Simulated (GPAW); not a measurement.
# In (I4/mmm) in GPAW: single point with PBE

Aim: the single point of In with PBE.

Everything below comes from runs of GPAW 26.7.0. Logs are shortened: lines on timing, memory, paths and dates and some standing lists are left out, and cuts for length are marked. The log counts tension as positive stress, the text compression.

**1. Starting point**

It takes space group I4/mmm (No. 139, tetragonal). The conventional cell has a = 3.251 Å, b = 3.251 Å, c = 4.947 Å, α = 90.00°, β = 90.00°, γ = 90.00°. In (site symmetry 4/mmm) is surrounded by 12 In at 3.25 to 3.38 Å.

**2. Single point, PBE**

File run.py:

```python
from ase.dft.bandgap import bandgap
from ase.io import write
from ase.spacegroup import crystal
from ase.units import GPa
from gpaw import GPAW, PW

# In 2a
atoms = crystal(['In'],
                basis=[[0.0, 0.0, 0.0]],
                spacegroup=139, setting=1,  # I4/mmm
                cellpar=[3.25094, 3.25094, 4.9474, 90.0, 90.0, 90.0],
                primitive_cell=True)

calc = GPAW(mode=PW(500),
            xc='PBE',
            kpts={'size': (9, 9, 9), 'gamma': True},
            occupations={'name': 'fermi-dirac', 'width': 0.05},
            nbands=14,
            maxiter=120,
            txt='gpaw.txt')
atoms.calc = calc
energy = atoms.get_potential_energy()
forces = atoms.get_forces()
stress = atoms.get_stress()
calc.write('gs.gpw')
write('result.traj', atoms)
print(f'Energy: {energy:.6f} eV')
print('Forces (eV/A):')
print(forces.round(4))
print('Stress (GPa):', (stress / GPa).round(3))
print('Fermi level:', round(calc.get_fermi_level(), 4), 'eV')
print(f'Gap: {bandgap(calc)[0]:.4f} eV, direct: {bandgap(calc, direct=True)[0]:.4f} eV')
```

Potentials or basis: GPAW PAW data sets (gpaw-data 1.2.1), pw.

Run with:

```sh
$ OMP_NUM_THREADS=1 python run.py
```

gpaw.txt:

```text
__  _  _
 | _ |_)|_||  |
 |__||  | ||/\| - 26.7.0

Input parameters:
  mode=PW(ecut=500.0),
  kpts=MonkhorstPack(size=(9, 9, 9), gamma=True),
  maxiter=120,
  nbands=14,
  occupations=Occupations(name='fermi-dirac', width=0.05),
  xc=XC(name='PBE')

Diagonalizing LCAO Hamiltonian
Converting LCAO to pw mode

       In

Atoms  # Å, Bohr magnetons
|   | symbol |        x |        y |        z |    initial magnetic moments |
|---|--------|----------|----------|----------|-----------------------------|
| 0 |     In | 0.000000 | 0.000000 | 0.000000 | ( 0.0000,  0.0000,  0.0000) |

Unit cell  # Å
| periodic |         x |         y |         z |  lengths |     angles |
|----------|-----------|-----------|-----------|----------|------------|
|      yes | -1.625470 |  1.625470 |  2.473700 | 3.376906 | 122.452932 |
|      yes |  1.625470 | -1.625470 |  2.473700 | 3.376906 | 122.452932 |
|      yes |  1.625470 |  1.625470 | -2.473700 | 3.376906 |  85.801437 |

Number of symmetries: 16
Symmetry operations  # r_c * U_cc + t_c -> r_c
|    | kind |            matrix            |
|----|------|------------------------------|
|  0 |  σ   |  1, 1, 1,  0, 0,-1,  0,-1, 0 |
|  1 |  C4  |  1, 1, 1,  0, 0,-1, -1, 0, 0 |
|  2 |  E   |  1, 0, 0,  0, 1, 0,  0, 0, 1 |
|  3 |  σ   |  1, 0, 0,  0, 1, 0, -1,-1,-1 |
|  4 |  σ   |  0, 1, 0,  1, 0, 0,  0, 0, 1 |
|  5 |  C2  |  0, 1, 0,  1, 0, 0, -1,-1,-1 |
|  6 |  C2  |  0, 0, 1, -1,-1,-1,  1, 0, 0 |
|  7 |  S4  |  0, 0, 1, -1,-1,-1,  0, 1, 0 |
|  8 |  C4  |  0, 0,-1,  1, 1, 1,  0,-1, 0 |
|  9 |  σ   |  0, 0,-1,  1, 1, 1, -1, 0, 0 |
| 10 |  σ   |  0,-1, 0, -1, 0, 0,  1, 1, 1 |
| 11 |  C2  |  0,-1, 0, -1, 0, 0,  0, 0,-1 |
| 12 |  C2  | -1, 0, 0,  0,-1, 0,  1, 1, 1 |
| 13 |  i   | -1, 0, 0,  0,-1, 0,  0, 0,-1 |
| 14 |  S4  | -1,-1,-1,  0, 0, 1,  1, 0, 0 |
| 15 |  C2  | -1,-1,-1,  0, 0, 1,  0, 1, 0 |

BZ-sampling:
  Number of BZ points: 729
  Number of IBZ points: 75

  Monkhorst-Pack size: [9, 9, 9]
  Monkhorst-Pack shift: [0, 0, 0]

K-points  # in reciprocal-cell coordinates
|     |                                coordinates |     weight |
|-----|--------------------------------------------|------------|
|   0 | (  0.00000000,   0.00000000,   0.00000000) | 0.00137174 |
|   1 | (  0.11111111,  -0.11111111,   0.00000000) | 0.00548697 |
|   2 | (  0.11111111,  -0.11111111,   0.11111111) | 0.00548697 |
|   3 | (  0.11111111,   0.00000000,   0.00000000) | 0.01097394 |
|   4 | (  0.11111111,   0.11111111,  -0.11111111) | 0.00274348 |
|   5 | (  0.22222222,  -0.22222222,   0.00000000) | 0.00548697 |
|   6 | (  0.22222222,  -0.22222222,   0.11111111) | 0.01097394 |
|   7 | (  0.22222222,  -0.22222222,   0.22222222) | 0.00548697 |
|   8 | (  0.22222222,  -0.11111111,   0.00000000) | 0.02194787 |
|   9 | (  0.22222222,  -0.11111111,   0.11111111) | 0.01097394 |
| ... |                                            |            |
|  74 | (  0.44444444,   0.44444444,   0.44444444) | 0.01097394 |

Plane wave coefficients: 673
Cutoff: 500.0 eV

Spin-components: 1 (collinear spins)
Bands:           14
Projectors:      6
Spin-degeneracy: 2
Datatype:        complex128

Parallelization:
  kpt:    1
  domain: 1
  band:   1

Density:
  Valence electrons: 13.0
  Components: 1
  Grid points: [18 18 18]
  Charge: 0.0  # |e|

Potential:
  Grid points: [18 18 18]

species:
  In:
    name:    Indium
    Z:       49.0
    valence: 13
    core:    36
    charge:  0.0  # [|e|]
    compensation charges:
      type: gauss
      rc: 0.36  # [Å]
      lmax: 2
    cutoffs:
      filter: 2.09  # [Å]
      core: 2.48  # [Å]
    projectors
    | kind |    occ | energy [eV] | rcut [Å] |
    |------|--------|-------------|----------|
    |   5s |  2.000 |      -8.203 |    1.185 |
    |   5p |  1.000 |      -2.521 |    1.244 |
    |   4d | 10.000 |     -18.629 |    1.148 |
    |    s |        |      19.008 |    1.185 |
    |    p |        |      24.691 |    1.244 |
    |    d |        |       8.583 |    1.148 |

    Using partial waves for In as LCAO basis

Reference energy: -159975.419660  # eV

eigensolver:
  PPCG
  Converge bands: occupied
  niter=2

density mixing:
  MSR1-Mixer
  Pratt-step length: 0.05
  Maximum mixing coefficient: 0.75
  Old densities: 10
  SVD Regularization: 0.005
  Good broyden scale: 1.0
  Trust region scale: 1.0
  Backstep threshold: 4.0
  History deletion threshold: 6.0
  Fourier metric: weight=20.0, sigma=0.015

occupation numbers:
  Fermi-Dirac:
    width: 0.0500  # eV

poisson solver:
  ecut: 4000.0  # eV

xc functional:
  name: PBE with 2 nearest neighbor stencil

convergence criteria:
- Maximum [total energy] change in last 3 cyles: 0.0005 eV / valence electron
- Maximum integral of absolute [dens]ity change: 0.0001 electrons / valence electron
- Maximum integral of absolute [eigenst]ate change: 4e-08 eV^2 / valence electron
maximum number of iterations: 120

SCF iterations
|iter     | |      energy | eigst |  dens |
|---------|-|-------------|-------|-------|
|iter:   1| |   -2.774902 | -0.59 |       |
|iter:   2| |   -2.771220 | -2.48 | -1.57 |
|iter:   3| |   -2.744214 | -2.71 | -1.61 |
|iter:   4| |   -2.743836 | -3.69 | -2.08 |
|iter:   5| |   -2.743980c| -4.42 | -2.66 |
|iter:   6| |   -2.743986c| -6.17 | -3.71 |
|iter:   7| |   -2.743986c| -7.07 | -4.25c|
|iter:   8| |   -2.743986c| -8.18c| -5.26c|

Converged in 8 steps
Energy contributions relative to reference atoms: (reference = -159975.419660)

Energy contributions:
  Kinetic:          11.854000
  Coulomb:         -10.807490
  Zero:              0.188560
  External:          0.000000
  Xc:               -3.976499
  Entropy:          -0.005114
  Spinorbit:         0.000000
  ----------------------------
  Free energy:      -2.746543
  Extrapolated:     -2.743986

dipole moment: (-5.491379, -5.491379, -8.356983)  # |e|*Ang

Fermi level: 7.043
Eigenvalues  # (at kpt = [0.000, 0.000, 0.000])
| band index |      eig [eV] | occ [0-2] |
|------------|---------------|-----------|
|          0 |        -7.626 |     2.000 |
|          1 |        -7.521 |     2.000 |
|          2 |        -7.521 |     2.000 |
|          3 |        -7.439 |     2.000 |
|          4 |        -7.331 |     2.000 |
|          5 |        -2.561 |     2.000 |
|          6 |        17.507 |     0.000 |
|          7 |        17.507 |     0.000 |
|          8 |        17.673 |     0.000 |
|          9 |        18.638 |     0.000 |
|         10 |        20.932 |     0.000 |
|         11 |        21.063 |     0.000 |
|         12 |        21.063 |     0.000 |
|         13 |        22.381 |     0.000 |

No gap
No difference between direct/indirect transitions

Forces  # eV/Ang
|       x |       y |        z |
|---------|---------|----------|
| 0.00000 | 0.00000 | -0.00000 |  # In   0

Stress tensor  # eV/Ang^3
|         x |         y |         z |
|-----------|-----------|-----------|
| -0.006067 |  0.000000 |  0.000000 |
|  0.000000 | -0.006067 |  0.000000 |
|  0.000000 |  0.000000 | -0.006871 |

# Writing to gs.gpw (mode='')
```

Wall time 14 s (1 thread of Arm Neoverse V1, shared host); peak memory 0.14 GiB.

What came out:

* Free energy: -2.7465 eV
* Pressure: 1.0 GPa
* Band gap on the k mesh: none (metal or under the smearing width)

Levels at points of the mesh, in eV from the Fermi level:
```
           k point  band 3  band 4  band 5  band 6  band 7  band 8  band 9  band 10
(0.00, 0.00, 0.00)  -14.56  -14.48  -14.37   -9.60   10.46   10.46   10.63    11.59
```

Caveat: the cutoff is short for stress and forces, so pressures can be off by a GPa or more.
